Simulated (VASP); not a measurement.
Input of a VASP 6.6.1 run:

INCAR

```
PREC = Accurate ; ENCUT = 600
EDIFF = 1E-6 ; ISMEAR = -1
SIGMA = 0.05 ; LREAL = False
LASPH = True ; NELM = 80
ALGO = Normal ; ISIF = 2
LWAVE = False ; LCHARG = False
GGA = PE ; NBANDS = 38
```

File KPOINTS:

```
Automatic mesh
0
Gamma
  7 7 4
```

POSCAR

```
Mg3Sb2
1.0
    4.5820000000      0.0000000000      0.0000000000
   -2.2910000000      3.9681284001      0.0000000000
    0.0000000000      0.0000000000      7.2440000000
Sb Mg
2 3
Direct
    0.6666666667      0.3333333333      0.7650000000
    0.3333333333      0.6666666667      0.2350000000
    0.0000000000      0.0000000000      0.0000000000
    0.6666666667      0.3333333333      0.3700000000
    0.3333333333      0.6666666667      0.6300000000
```

File KPOINTS_OPT:

```
path GMKGALHA,LM,KH
20
line-mode
reciprocal
 0.0000000000  0.0000000000  0.0000000000  G
 0.5000000000  0.0000000000  0.0000000000  M

 0.5000000000  0.0000000000  0.0000000000  M
 0.3333333333  0.3333333333  0.0000000000  K

 0.3333333333  0.3333333333  0.0000000000  K
 0.0000000000  0.0000000000  0.0000000000  G

 0.0000000000  0.0000000000  0.0000000000  G
 0.0000000000  0.0000000000  0.5000000000  A

 0.0000000000  0.0000000000  0.5000000000  A
 0.5000000000  0.0000000000  0.5000000000  L

 0.5000000000  0.0000000000  0.5000000000  L
 0.3333333333  0.3333333333  0.5000000000  H

 0.3333333333  0.3333333333  0.5000000000  H
 0.0000000000  0.0000000000  0.5000000000  A

 0.5000000000  0.0000000000  0.5000000000  L
 0.5000000000  0.0000000000  0.0000000000  M

 0.3333333333  0.3333333333  0.0000000000  K
 0.3333333333  0.3333333333  0.5000000000  H
```

Potentials or basis: VASP PAW PBE potentials, release 64 (Sb_d_GW, Mg_sv_GW).

Run with:

```console
$ cat potpaw_PBE.64/Sb_d_GW/POTCAR potpaw_PBE.64/Mg_sv_GW/POTCAR > POTCAR
$ mpirun -np 1 vasp_std > vasp.out
```

What does it give for the pressure?

0.6 GPa.

What does it give for the band gap along the path?

0.29 eV, indirect (least direct gap 1.16 eV).

Levels at the corners of the path, in eV from the valence-band top:
```tsv
point	band 27	band 28	band 29	band 30	band 31	band 32	band 33	band 34
Γ	-1.03	-0.31	-0.31	0.00	1.16	1.34	3.16	3.16
M	-3.13	-2.20	-2.16	-0.82	0.56	2.07	2.14	2.91
M	-3.13	-2.20	-2.16	-0.82	0.56	2.07	2.14	2.91
K	-3.50	-2.46	-2.46	-2.42	0.29	4.25	4.51	4.51
K	-3.50	-2.46	-2.46	-2.42	0.29	4.25	4.51	4.51
Γ	-1.03	-0.31	-0.31	0.00	1.16	1.34	3.16	3.16
Γ	-1.03	-0.31	-0.31	0.00	1.16	1.34	3.16	3.16
A	-0.77	-0.77	-0.60	-0.60	1.88	1.96	2.85	2.85
A	-0.77	-0.77	-0.60	-0.60	1.88	1.96	2.85	2.85
L	-1.67	-1.64	-1.60	-1.46	0.51	1.43	1.85	2.40
L	-1.67	-1.64	-1.60	-1.46	0.51	1.43	1.85	2.40
H	-3.80	-3.29	-0.94	-0.94	1.96	1.96	2.49	2.67
H	-3.80	-3.29	-0.94	-0.94	1.96	1.96	2.49	2.67
A	-0.77	-0.77	-0.60	-0.60	1.88	1.96	2.85	2.85
L	-1.67	-1.64	-1.60	-1.46	0.51	1.43	1.85	2.40
M	-3.13	-2.20	-2.16	-0.82	0.56	2.07	2.14	2.91
K	-3.50	-2.46	-2.46	-2.42	0.29	4.25	4.51	4.51
H	-3.80	-3.29	-0.94	-0.94	1.96	1.96	2.49	2.67
```

Caveat: spin-orbit coupling is left out, which moves the levels of the heavy elements. Expect the measured gap to be larger: semilocal functionals such as PBE lack the derivative discontinuity.
